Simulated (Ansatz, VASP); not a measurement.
Two plane-wave programs on HfN

```
Hf N
1.0
     0.00000    2.27406    2.27406
     2.27406    0.00000    2.27406
     2.27406    2.27406    0.00000
Hf N
1 1
Direct
  0.00000 0.00000 0.00000
  0.50000 0.50000 0.50000
```

Alike in both runs: functional PBE; k mesh 11 × 11 × 11; occupations fermi-dirac, width 0.02 eV; no spin polarisation.

Ansatz relaxed the structure, and its values are those at the end. VASP's run is a single point on that final structure, the one shown.

|  | VASP | Ansatz |
| --- | --- | --- |
| version | VASP 6.6.1 | Ansatz 0.2.0 |
| potentials or method | VASP PAW PBE potentials, release 64 (Hf_pv, N) | PAW with Ansatz's default frozen-core files, scalar-relativistic |
| plane-wave cutoff (eV) | 520 | 420 |
| valence electrons in the cell | 15 | 31 |

|  | VASP | Ansatz | Ansatz less VASP |
| --- | --- | --- | --- |
| pressure (GPa) | -2.3 | 0.0 | +2.34 |

The two sets of potentials don't hold the same shells in valence.

Spin-orbit coupling is left out, which matters for the levels of Hf.
